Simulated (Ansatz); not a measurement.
# Computed properties of CuI (rocksalt)

All numbers come from the plane-wave code Ansatz. No magnetic order. The prototype was imposed, so other structures may be more stable.

The cell is CuI built on the rocksalt prototype; cell and atoms were relaxed with r2SCAN. The symmetry is Fm-3m (No. 225, cubic); conventional cell a = 5.712 Å, 23.30 Å³ an atom. Cu is surrounded by 6 I at 2.86 Å; I is surrounded by 6 Cu at 2.86 Å.

```
Cu I
1.0
     0.00000    2.85611    2.85611
     2.85611    0.00000    2.85611
     2.85611    2.85611    0.00000
Cu I
1 1
Direct
  0.00000 0.00000 0.00000
  0.50000 0.50000 0.50000
```

Relaxed lattice by functional, symmetry kept:
```json
{"functional": "PBE", "k mesh": "8×8×8", "a (Å)": "5.740", "volume (Å³/atom)": "23.64"}
{"functional": "r2SCAN", "k mesh": "8×8×8", "a (Å)": "5.712", "volume (Å³/atom)": "23.30"}
{"functional": "PBEsol", "k mesh": "8×8×8", "a (Å)": "5.593", "volume (Å³/atom)": "21.87"}
{"functional": "LDA", "k mesh": "8×8×8", "a (Å)": "5.524", "volume (Å³/atom)": "21.07"}
{"functional": "HSE06", "k mesh": "6×6×6", "a (Å)": "5.767", "volume (Å³/atom)": "23.98"}
```

Band edges at fixed r2SCAN geometry:

| level | k mesh | gap (eV) | kind | edges | least direct gap (eV) |
| --- | --- | --- | --- | --- | --- |
| LDA | 8×8×8 | none (overlap 0.57) | – | – | – |
| PBE | 8×8×8 | none (overlap 0.48) | – | – | – |
| PBE+SOC | 8×8×8 | none (overlap 0.65) | – | – | – |
| r2SCAN | 8×8×8 | none (overlap 0.11) | – | – | – |
| HSE06 | 6×6×6 | 0.93 | indirect | L → X | 3.11 |
| HSE06+SOC | 4×4×4 | 0.70 | indirect | L → X | 3.05 |

All runs use a smearing of 0.02 eV.
Wave cutoffs: 420 eV, 500 eV (r2SCAN).

HSE06 gives an indirect gap of 0.93 eV, from L to X; the least direct gap is 3.11 eV at X. PBE+SOC gives no gap: the lowest nominally empty band dips 0.65 eV below the top of the last filled one (its bottom at X, the top at L), so the cell is a metal or semimetal at this level.

The levels disagree on the kind of gap: indirect with HSE06, HSE06+SOC; no gap with LDA, PBE, PBE+SOC, r2SCAN.

Only the levels marked +SOC include spin-orbit coupling.

The meshes of the hybrids are coarse, so their gaps aren't converged to the digits shown.
